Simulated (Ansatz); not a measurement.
# W: properties at the relaxed cell

The task here is to estimate one member of a computed series from the others.

Computed with Ansatz 0.2.0 (DFT PBEsol, scalar-relativistic, plane waves, PAW, unless a step's input says otherwise).

1 further run of the same task is left out (set aside as unsound or not needed).

**The starting structure**

The structure is cubic, space group Im-3m (No. 229). Conventional cell: a = 3.154 Å, b = 3.154 Å, c = 3.154 Å, α = 90.00°, β = 90.00°, γ = 90.00°. W (site symmetry m-3m) has 8 W at 2.73 Å as nearest neighbours.

Coordinates:

```xyz
1
Lattice="-1.5772 1.5772 1.5772 1.5772 -1.5772 1.5772 1.5772 1.5772 -1.5772" Properties=species:S:1:pos:R:3 pbc="T T T"
W     0.0000    0.0000    0.0000
```

This cell was relaxed beforehand with the same method: volume 15.69 Å³/atom, gap on the mesh none (metal).

Set-up of the first run:

The input, input.yaml:

```yaml
crystal:
  lattice:
    - [-1.5771737555, 1.5771737555, 1.5771737555]
    - [1.5771737555, -1.5771737555, 1.5771737555]
    - [1.5771737555, 1.5771737555, -1.5771737555]
  atoms:
    - { symbol: W, position: [0.0, 0.0, 0.0] }
basis:
  ecutwfc: 420
kpoints:
  mp_grid: { grid: [18, 18, 18] }
  band_path:
    path:
      - [[0.0, 0.0, 0.0], [0.5, -0.5, 0.5], [0.0, 0.0, 0.5], [0.0, 0.0, 0.0], [0.25, 0.25, 0.25], [0.5, -0.5, 0.5]]
      - [[0.25, 0.25, 0.25], [0.0, 0.0, 0.5]]
    npoints: 14
hamiltonian:
  xc: pbesol
scf:
  occupations: { method: gaussian, width: 0.1 }
  n_extra_bands: 6
output:
  forces: true
  stress: true
  eigenvalues: true
  populations: true
  dos: { projected: true, de: 0.02, nscf_kmesh: { grid: [27, 27, 27] } }
  bader: true
```

On the command line:

```bash
$ ansatz run input.yaml --threads 1 --pin off --max-ram 2560MiB --backend cpu --events-out ev --progress --plain --runs-dir out
```

Steps of the session up to this table: Bands, states and charges; The cell scaled to 0.97 of its volume; Point at V/V0 = 1.03; The cell scaled to 0.94 of its volume; Volume × 1.06.

One of the session's tables, all rows but one given; the rest of the session is left out.

It belongs to the step «Equation of state». 

```
volume (Å³/atom)  energy above the lowest point (meV/atom)  pressure (GPa)
          14.751                                      64.1           22.86
          15.222                                      15.2           10.60
          15.693                                       0.0            0.00
          16.164                                         ?               ?
          16.634                                      52.1          -16.78
```

**Question.** Estimate the row for volume (Å³/atom) = 16.164.

Worked estimate for «energy above the lowest point (meV/atom)». A straight line through the neighbours (15.693, 0.0) and (16.634, 52.1) gives 0.0 + (52.1 − 0.0) × (16.164 − 15.693) / (16.634 − 15.693) = 26.1; a parabola fitted to 3 rows on both sides gives 12.3.

The run gave: energy above the lowest point (meV/atom): 13.7; pressure (GPa): -9.06. In «energy above the lowest point (meV/atom)» the line misses by +12.4 and the parabola by -1.4.
